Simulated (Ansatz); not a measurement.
**CdTe (zincblende): G0W0 against its settings**

CdTe (zincblende), relaxed with r2SCAN; one-shot G0W0 in Ansatz without spin-orbit coupling. Calculated for a static, non-magnetic cell.

```cif
data_structure
_symmetry_space_group_name_H-M 'P 1'
_symmetry_Int_Tables_number 1
_cell_length_a 4.6386
_cell_length_b 4.6386
_cell_length_c 4.6386
_cell_angle_alpha 60.000
_cell_angle_beta 60.000
_cell_angle_gamma 60.000
_cell_volume 70.57
loop_
_atom_site_label
_atom_site_type_symbol
_atom_site_fract_x
_atom_site_fract_y
_atom_site_fract_z
_atom_site_occupancy
Cd1 Cd 0.00000 0.00000 0.00000 1
Te1 Te 0.25000 0.25000 0.25000 1
```

Gaps are read over the mesh points alone. G0W0 here is at a finite number of bands, screening cutoff and k mesh, not at the basis limit.
```
 start       potentials      frequency model   mesh  empty bands  screening cutoff (eV)  Kohn-Sham gap (eV)  G0W0 gap (eV)
   PBE              PAW  contour deformation  4×4×4          160                    100                0.65           1.22
   PBE              PAW  contour deformation  4×4×4          386                    180                0.65           1.20
   PBE              PAW  contour deformation  4×4×4          750                    260                0.65           1.19
 HSE06              PAW  contour deformation  4×4×4          386                    180                1.53           1.76
r2SCAN              PAW  contour deformation  4×4×4          386                    180                1.15           1.55
  PBE0              PAW  contour deformation  4×4×4          386                    180                2.16           1.97
   PBE              PAW     Godby-Needs pole  4×4×4          386                    180                0.65           1.31
   PBE              PAW  contour deformation  6×6×6          114                     80                0.66           1.28
   PBE  norm-conserving  contour deformation  4×4×4          386                    180                0.65           1.18
```

Over the mesh points the PBE gap of 0.65 eV becomes a quasiparticle gap of 1.19 eV (direct at Γ), a change of +0.54 eV. Renormalisation factors Z lie between 0.70 and 0.75.

Raising bands and cutoff together moves the gap by -0.02 eV (100 to 180 eV), then -0.01 eV (180 to 260 eV); the last step is small, which bounds nothing strictly. Starting from HSE06 (1.53 eV against PBE's 0.65 eV) gives 1.76 eV, +0.56 eV from G0W0@PBE at the same screening cutoff. Starting from r2SCAN (1.15 eV against PBE's 0.65 eV) gives 1.55 eV, +0.35 eV from G0W0@PBE at the same screening cutoff. Starting from PBE0 (2.16 eV against PBE's 0.65 eV) gives 1.97 eV, +0.77 eV from G0W0@PBE at the same screening cutoff. The Godby-Needs plasmon pole differs from contour deformation by +0.11 eV. Norm-conserving potentials (wave cutoff 1120 eV against 420 eV) shift the quasiparticle gap by -0.02 eV and the PBE gap by 0.00 eV. On these meshes the dielectric constant comes out too large, which adds an error that these runs don't bound. r2SCAN runs take a wave cutoff of 500 eV.

The program warns that the k mesh is coarse for exact exchange in some of these runs, so their gaps aren't converged.

With a shallow d shell on the cation, G0W0 converges slowly in bands and cutoff, so these values are in doubt.
